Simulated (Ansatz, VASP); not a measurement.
**GaCo: VASP beside Ansatz**

POSCAR

```
GaCo
1.0
    2.8192488209      0.0000000000      0.0000000000
    0.0000000000      2.8192488209      0.0000000000
    0.0000000000      0.0000000000      2.8192488209
Ga Co
1 1
Direct
    0.5000000000      0.5000000000      0.5000000000
    0.0000000000      0.0000000000      0.0000000000
```

The input INCAR.step1:

```
PREC     = Accurate       # precision mode
ENCUT    = 520            # plane-wave cutoff, eV
ISMEAR   = -5             # smearing method
SIGMA    = 0.1            # smearing width, eV
LREAL    = False          # projectors in reciprocal space
LASPH    = True           # aspherical terms in the spheres
NELM     = 150            # most SCF steps
ISPIN    = 2              # spin polarisation
MAGMOM   = 0 2            # initial moments
LMAXMIX  = 4              # l up to which the mixer works
LDAU     = True           # DFT+U
LDAUTYPE = 2            
LDAUL    = -1 2           # shell
LDAUU    = 0 6.2          # U, eV
LDAUJ    = 0 0          
NBANDS   = 22             # bands
GGA      = PE             # functional
ALGO     = Normal         # electronic algorithm
EDIFF    = 1E-4           # SCF threshold, eV
LWAVE    = True           # write WAVECAR
LCHARG   = False          # write CHGCAR
```

The input INCAR.step2:

```
PREC     = Accurate       # precision mode
ENCUT    = 520            # plane-wave cutoff, eV
EDIFF    = 1E-7           # SCF threshold, eV
ISMEAR   = -5             # smearing method
SIGMA    = 0.1            # smearing width, eV
LREAL    = False          # projectors in reciprocal space
LASPH    = True           # aspherical terms in the spheres
NELM     = 150            # most SCF steps
ALGO     = Normal         # electronic algorithm
ISIF     = 2              # what is computed and relaxed
LWAVE    = False          # write WAVECAR
LCHARG   = False          # write CHGCAR
ISPIN    = 2              # spin polarisation
MAGMOM   = 0 2            # initial moments
LORBIT   = 11             # projections on sites
LMAXMIX  = 4              # l up to which the mixer works
LDAU     = True           # DFT+U
LDAUTYPE = 2            
LDAUL    = -1 2           # shell
LDAUU    = 0 6.2          # U, eV
LDAUJ    = 0 0          
LDAUPRINT= 1            
METAGGA  = R2SCAN         # meta-GGA
LMIXTAU  = True         
NBANDS   = 22             # bands
ISTART   = 1
```

File KPOINTS:

```
regular mesh
0
Gamma
  9 9 9
```

The input input.yaml:

```yaml
crystal:
  lattice:
    - [2.8192488209, 0.0, 0.0]
    - [0.0, 2.8192488209, 0.0]
    - [0.0, 0.0, 2.8192488209]
  atoms:
    - { symbol: Ga, position: [0.5, 0.5, 0.5] }
    - { symbol: Co, position: [0.0, 0.0, 0.0], spin: 2.0 }
hamiltonian:
  xc: r2scan
  pseudopotentials: { kind: paw }
  hubbard:
    sites: [{ species: Co, l: d, u_eff: 6.2 }]
    projectors: all-electron-atomic
magnetization:
  spin_polarized: true
kpoints:
  mp_grid: { grid: [9, 9, 9] }
scf:
  occupations: { method: tetrahedron }
output:
  forces: true
  stress: true
```

Alike in both runs: task single point; functional r2SCAN; k mesh 9 × 9 × 9; occupations tetrahedron; collinear spin; Hubbard terms Co d U = 6.2 eV.

|  | VASP | Ansatz |
| --- | --- | --- |
| version | VASP 6.6.1 | Ansatz 0.2.0 |
| potentials or method | VASP PAW PBE potentials, release 64 (Ga_d, Co) | Ansatz PAW |
| plane-wave cutoff (eV) | 520 | 500 |
| valence electrons in the cell | 22 | 30 |

VASP gave:

```
gap on the k mesh at the Fermi level (eV)                     : none
net moment per atom (μB)                                      : 0.90
size of the moment on the site where the two differ most (μB) : 1.87
```

Task: Which values does Ansatz return?

Result: gap on the k mesh at the Fermi level (eV): none; net moment per atom (μB): 0.89; size of the moment on the site where the two differ most (μB): 1.77.

Site moments also hang on the region over which each program counts them. The programs project onto different local orbitals, so the same U acts differently. A gap of «none» marks a metal or a gap that the smearing closes. The two sets of potentials don't hold the same shells in valence.

Caveats: the U is typed as a test and isn't derived for this compound; the magnetic or orbital state may not be the lowest (Ansatz); with tetrahedron occupations forces and stress needn't match the slope of the energy (Ansatz). The state reached can hang on the start; a lower one may exist.
